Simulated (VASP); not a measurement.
# Cs (Im-3m) in VASP: relaxation of cell and atoms with AM05

Aim: the relaxation of cell and atoms of Cs with AM05.

Program: VASP 6.6.1. These are calculated values, not measurements. Logs are shortened: lines on timing, memory, paths and dates and some standing lists are left out, and cuts for length are marked.

### Step 1. Starting point

It takes space group Im-3m (No. 229, cubic). The conventional cell has a = 6.257 Å, b = 6.257 Å, c = 6.257 Å, α = 90.00°, β = 90.00°, γ = 90.00°.

### Step 2. Relaxation of cell and atoms, AM05

INCAR reads:

```
PREC = Accurate
ENCUT = 580
EDIFF = 1E-7
ISMEAR = 1
SIGMA = 0.1
LREAL = F
LASPH = T
NELM = 100
ALGO = Normal
ISIF = 3
LWAVE = F
LCHARG = F
GGA = AM
IBRION = 1
NSW = 60
EDIFFG = -0.02
```

KPOINTS reads:

```
Automatic mesh
0
Gamma
  6 6 6
```

POSCAR reads:

```
Cs
5.4187
   -0.577346053740      0.577346053740      0.577346053740
    0.577346053740     -0.577346053740      0.577346053740
    0.577346053740      0.577346053740     -0.577346053740
Cs
1
Direct
    0.0000000000      0.0000000000      0.0000000000
```

Potentials or basis: VASP PAW PBE potentials, release 64 (Cs_sv).

The run is started by

```console
$ cat potpaw_PBE.64/Cs_sv/POTCAR > POTCAR
$ mpirun -np 1 vasp_std > vasp.out
```

OUTCAR:

```text
PREC = Accurate
   ENCUT = 580
   EDIFF = 1E-7
   ISMEAR = 1
   LREAL = F
   LASPH = T
   NELM = 100
   ISIF = 3
   GGA = AM
   IBRION = 1
   NSW = 60
   EDIFFG = -0.02

 ion  position               nearest neighbor table
   1  0.000  0.000  0.000-

  LATTYP: Found a body centered cubic cell.
 ALAT       =     6.2569301228

  Lattice vectors:

 A1 = (  -3.1284650614,   3.1284650614,   3.1284650614)
 A2 = (   3.1284650614,  -3.1284650614,   3.1284650614)
 A3 = (   3.1284650614,   3.1284650614,  -3.1284650614)

Analysis of symmetry for initial positions (statically):
=====================================================================
 Subroutine PRICEL returns:
 Original cell was already a primitive cell.

 Routine SETGRP: Setting up the symmetry group for a
 body centered cubic supercell.

 Subroutine GETGRP returns: Found 48 space group operations
 (whereof 48 operations were pure point group operations)
 out of a pool of 48 trial point group operations.

The static configuration has the point symmetry O_h .

Analysis of symmetry for dynamics (positions and initial velocities):
=====================================================================
 Subroutine PRICEL returns:
 Original cell was already a primitive cell.

 Routine SETGRP: Setting up the symmetry group for a
 body centered cubic supercell.

 Subroutine GETGRP returns: Found 48 space group operations
 (whereof 48 operations were pure point group operations)
 out of a pool of 48 trial point group operations.

The dynamic configuration has the point symmetry O_h .

 Subroutine INISYM returns: Found 48 space group operations
 (whereof 48 operations are pure point group operations),
 and found     1 'primitive' translations

----------------------------------------------------------------------------------------

                                     Primitive cell

  volume of cell :     122.4768

  direct lattice vectors                    reciprocal lattice vectors
    -3.128465061  3.128465061  3.128465061     0.000000000  0.159822785  0.159822785
     3.128465061 -3.128465061  3.128465061     0.159822785  0.000000000  0.159822785
     3.128465061  3.128465061 -3.128465061     0.159822785  0.159822785  0.000000000

  length of vectors
     5.418660436  5.418660436  5.418660436     0.226023551  0.226023551  0.226023551

  position of ions in fractional coordinates (direct lattice)
     0.000000000  0.000000000  0.000000000

  ion indices of the primitive-cell ions
   primitive index   ion index
                 1           1

----------------------------------------------------------------------------------------

 KPOINTS: Automatic mesh

Automatic generation of k-mesh.
 Grid dimensions read from file:
 generate k-points for:    6    6    6

 Generating k-lattice:

  Cartesian coordinates                     Fractional coordinates (reciprocal lattice)
     0.000000000  0.026637131  0.026637131     0.166666667  0.000000000  0.000000000
     0.026637131  0.000000000  0.026637131     0.000000000  0.166666667  0.000000000
     0.026637131  0.026637131  0.000000000     0.000000000  0.000000000  0.166666667

  Length of vectors
     0.037670592  0.037670592  0.037670592

  Shift w.r.t. Gamma in fractional coordinates (k-lattice)
     0.000000000  0.000000000  0.000000000

 Subroutine IBZKPT returns following result:
 ===========================================

 Found     16 irreducible k-points:

 Following reciprocal coordinates:
            Coordinates               Weight
  0.000000  0.000000  0.000000      1.000000
  0.166667  0.000000  0.000000     12.000000
  0.333333  0.000000  0.000000     12.000000
  0.500000  0.000000  0.000000      6.000000
  0.166667  0.166667  0.000000     24.000000
  0.333333  0.166667 -0.000000     48.000000
[... 8 lines left out ...]
  0.500000  0.500000  0.333333     12.000000
  0.500000  0.500000  0.500000      1.000000
   k-points           NKPTS =     16   k-points in BZ     NKDIM =     16   number of bands    NBANDS=      8
   number of dos      NEDOS =    301   number of ions     NIONS =      1
   total plane-waves  NPLWV = 110592
   dimension x,y,z NGX =    48 NGY =   48 NGZ =   48
   dimension x,y,z NGXF=    96 NGYF=   96 NGZF=   96
   ions per type =               1
   NGX,Y,Z   is equivalent  to a cutoff of  14.73, 14.73, 14.73 a.u.
   NGXF,Y,Z  is equivalent  to a cutoff of  29.45, 29.45, 29.45 a.u.
 SYSTEM =  unknown system
   PREC   = accura    normal or accurate (medium, high low for compatibility)
   ISTART =      0    job   : 0-new  1-cont  2-samecut
   ICHARG =      2    charge: 1-file 2-atom 10-const
   ISPIN  =      1    spin polarized calculation?
   LNONCOLLINEAR =      F non collinear calculations
   LSORBIT =      F    spin-orbit coupling
   LASPH  =      T    aspherical Exc in radial PAW
   ENCUT  =  580.0 eV  42.63 Ry    6.53 a.u.  10.64 10.64 10.64*2*pi/ulx,y,z
   NELM   =    100;   NELMIN=  2; NELMDL= -5     # of ELM steps
   EDIFF  = 0.1E-06   stopping-criterion for ELM
   LREAL  =      F    real-space projection
   EDIFFG = -.2E-01   stopping-criterion for IOM
   NSW    =     60    number of steps for IOM
   IBRION =      1    ionic relax: 0-MD 1-quasi-New 2-CG
   NFREE  =      0    steps in history (QN), initial steepest desc. (CG)
   ISIF   =      3    stress and relaxation
   ISYM   =      2    0-nonsym 1-usesym 2-fastsym
   POTIM  = 0.5000    time-step for ionic-motion
   TEBEG  =    0.0;   TEEND  =   0.0 temperature during run
   PSTRESS=    0.0 pullay stress
   NELECT =       9.0000    total number of electrons
   NUPDOWN=      -1.0000    fix difference up-down
   EMIN   =  10.00;   EMAX   =-10.00  energy-range for DOS
   EFERMI =   0.00;   METHOD = LEGACY
   ISMEAR =     1;   SIGMA  =   0.10  broadening in eV -4-tet -1-fermi 0-gaus
   EFERMI_NEDOS =   21; number of points for ismear=-14 and -15
   IALGO  =     38    algorithm
   IMIX   =      4    mixing-type and parameters
     AMIX     =   0.40;   BMIX     =  1.00
     AMIX_MAG =   1.60;   BMIX_MAG =  1.00
  volume/ion in A,a.u.               =     122.48       826.51
  Fermi-wavevector in a.u.,A,eV,Ry     =   0.685706  1.295796  6.397353  0.470192
  Thomas-Fermi vector in A             =   1.765724
   LORBIT       =      0    0 simple, 1 ext, 2 COOP (PROOUT), +10 PAW based schemes
   GGA     = AM    functional components
   LHFCALC =     F    Hartree Fock is set to
   AEXX    =    0.0000 exact exchange contribution
   IVDW    =     0    specifies the selected vdW correction
   LEPSILON=     F    determine dielectric tensor
   LRPA    =     F    only Hartree local field effects (RPA)
 quasi-Newton-method for relaxation of ions
 non-spin polarized calculation
 Methfessel and Paxton  Order N= 1 SIGMA  =   0.10
  energy-cutoff  :      580.00
  volume of cell :      122.48
 maximum number of plane-waves:      3925
 NGX is ok and might be reduce to    48
   NGX = 21   NGY = 21   NGZ = 21

--------------------------------------- Ionic step        1  -------------------------------------------

 number of electron       9.0000000 magnetization

 Free energy of the ion-electron system (eV)
  ---------------------------------------------------
  ext. energy  EPLUGINS =         0.00000000
  ---------------------------------------------------
  free energy    TOTEN  =        -0.80744794 eV

  energy without entropy =       -0.80166324  energy(sigma->0) =       -0.80551971

------------------------ aborting loop because EDIFF is reached ----------------------------------------

  FORCE on cell =-STRESS in cart. coord.  units (eV):
  Direction    XX          YY          ZZ          XY          YZ          ZX
  --------------------------------------------------------------------------------------
  -------------------------------------------------------------------------------------
  Total       -0.0459009     -0.0459009     -0.0459009      0.0000000      0.0000000      0.0000000
  in kB       -0.6004517     -0.6004517     -0.6004517      0.0000000      0.0000000      0.0000000
  external PRESSURE =      -0.6004517 kB  Pullay stress =       0.0000000 kB

 VOLUME and BASIS-vectors are now :
 -----------------------------------------------------------------------------
  energy-cutoff  :      580.00
  volume of cell :      122.48
      direct lattice vectors                 reciprocal lattice vectors
    -3.128465061  3.128465061  3.128465061     0.000000000  0.159822785  0.159822785
     3.128465061 -3.128465061  3.128465061     0.159822785  0.000000000  0.159822785
     3.128465061  3.128465061 -3.128465061     0.159822785  0.159822785  0.000000000

 POSITION                                       TOTAL-FORCE (eV/Angst)
 -----------------------------------------------------------------------------------
      0.00000      0.00000      0.00000         0.000000     -0.000000      0.000000
 -----------------------------------------------------------------------------------
    total drift:                                0.000000      0.000000      0.000000

  FREE ENERGIE OF THE ION-ELECTRON SYSTEM (eV)
  ---------------------------------------------------
  free  energy   TOTEN  =        -0.8074479385 eV

  energy  without entropy=       -0.8016632445  energy(sigma->0) =       -0.80551971
[... 15 lines left out ...]
 VOLUME and BASIS-vectors are now :
 -----------------------------------------------------------------------------
  energy-cutoff  :      580.00
  volume of cell :      121.66
      direct lattice vectors                 reciprocal lattice vectors
    -3.121537444  3.121537444  3.121537444     0.000000000  0.160177480  0.160177480
     3.121537444 -3.121537444  3.121537444     0.160177480  0.000000000  0.160177480
     3.121537444  3.121537444 -3.121537444     0.160177480  0.160177480  0.000000000

 POSITION                                       TOTAL-FORCE (eV/Angst)
 -----------------------------------------------------------------------------------
      0.00000     -0.00000      0.00000         0.000000      0.000000      0.000000
 -----------------------------------------------------------------------------------
    total drift:                               -0.000000      0.000000      0.000000

  FREE ENERGIE OF THE ION-ELECTRON SYSTEM (eV)
  ---------------------------------------------------
  free  energy   TOTEN  =        -0.8077209980 eV

  energy  without entropy=       -0.8019077308  energy(sigma->0) =       -0.80578324

--------------------------------------- Ionic step        3  -------------------------------------------

 number of electron       9.0000001 magnetization

 Free energy of the ion-electron system (eV)
  ---------------------------------------------------
  ext. energy  EPLUGINS =         0.00000000
  ---------------------------------------------------
  free energy    TOTEN  =        -0.80822815 eV

  energy without entropy =       -0.80229937  energy(sigma->0) =       -0.80625189

 E-fermi :   0.4060     XC(G=0):  -5.3072

 val. band max:        0.2746869812   @ k =   0.1667   0.1667   0.1667
 cond. band min:       0.4164953526   @ k =   0.3333   0.1667  -0.0000
 fundamental gap:      0.1418083714
 Fermi energy:         0.4059563663

 k-point     1 :       0.0000    0.0000    0.0000
  band No.  band energies     occupation
      1     -23.5325      2.00000
      2     -10.2453      2.00000
      3     -10.2453      2.00000
      4     -10.2453      2.00000
      5      -1.2566      2.00000
      6       2.9103      0.00000
      7       2.9103      0.00000
      8       2.9103      0.00000

 k-point     2 :       0.1667    0.0000    0.0000
  band No.  band energies     occupation
      1     -23.5311      2.00000
      2     -10.2767      2.00000
      3     -10.2556      2.00000
      4     -10.2453      2.00000
      5      -0.9655      2.00000
      6       2.5434      0.00000
      7       2.6255      0.00000
      8       3.2052      0.00000

 k-point     3 :       0.3333    0.0000    0.0000
  band No.  band energies     occupation
      1     -23.5283      2.00000
      2     -10.3377      2.00000
      3     -10.2760      2.00000
      4     -10.2454      2.00000
      5      -0.2092      2.00000
      6       1.7317     -0.00000
      7       2.2228     -0.00000
      8       3.6708      0.00000
[... 154 lines left out ...]
 VOLUME and BASIS-vectors are now :
 -----------------------------------------------------------------------------
  energy-cutoff  :      580.00
  volume of cell :      118.40
      direct lattice vectors                 reciprocal lattice vectors
    -3.093324173  3.093324173  3.093324173     0.000000000  0.161638410  0.161638410
     3.093324173 -3.093324173  3.093324173     0.161638410  0.000000000  0.161638410
     3.093324173  3.093324173 -3.093324173     0.161638410  0.161638410  0.000000000

 POSITION                                       TOTAL-FORCE (eV/Angst)
 -----------------------------------------------------------------------------------
      0.00000     -0.00000      0.00000         0.000000     -0.000000      0.000000
 -----------------------------------------------------------------------------------
    total drift:                               -0.000000      0.000000      0.000000

  FREE ENERGIE OF THE ION-ELECTRON SYSTEM (eV)
  ---------------------------------------------------
  free  energy   TOTEN  =        -0.8082281511 eV

  energy  without entropy=       -0.8022993680  energy(sigma->0) =       -0.80625189

 reached required accuracy - stopping structural energy minimisation
```

Run time: 57 s. Hardware: 1 thread of Intel Xeon Platinum 8488C (Sapphire Rapids), shared host; peak memory 0.31 GiB.

Results:

| Quantity | Value |
| --- | --- |
| Free energy | -0.8082 eV |
| Relaxed volume | 118.40 Å³/atom |
| Relaxed cell | a = 5.358 Å, b = 5.358 Å, c = 5.358 Å, α = 109.47°, β = 109.47°, γ = 109.47° |
| Space group after relaxing (to 0.05 Å) | Im-3m (No. 229) |
| Energy gained by relaxing | 0.8 meV/atom |
| Ionic steps | 3 |
| Pressure after relaxing | 0.0 GPa |
| Band gap on the k mesh | none (metal or under the smearing width) |

Step by step:
| step | energy change (eV) | largest force (eV/Å) | pressure (GPa) | volume (Å³) |
| --- | --- | --- | --- | --- |
| 1 | 0.0000 | 0.0000 | -0.06 | 122.48 |
| 2 | -0.0003 | 0.0000 | -0.05 | 121.66 |
| 3 | -0.0008 | 0.0000 | 0.00 | 118.40 |

Final structure:
```
Cs
1.0
    -3.09332    3.09332    3.09332
     3.09332   -3.09332    3.09332
     3.09332    3.09332   -3.09332
Cs
1
Direct
  0.00000 0.00000 0.00000
```

Levels at points of the mesh, in eV from the Fermi level:
```csv
k point,band 1,band 2,band 3,band 4,band 5,band 6,band 7,band 8
"(0.00, 0.00, 0.00)",-23.94,-10.65,-10.65,-10.65,-1.66,2.50,2.50,2.50
"(0.50, 0.00, 0.00)",-23.93,-10.77,-10.69,-10.65,0.04,0.80,1.66,3.17
"(0.50, 0.50, 0.50)",-23.93,-10.74,-10.74,-10.74,0.65,0.65,2.93,2.93
```

Caveat: the PAW data sets were made with another functional, which shifts forces and pressure a little. Spin-orbit coupling is left out, which matters for the levels of Cs.
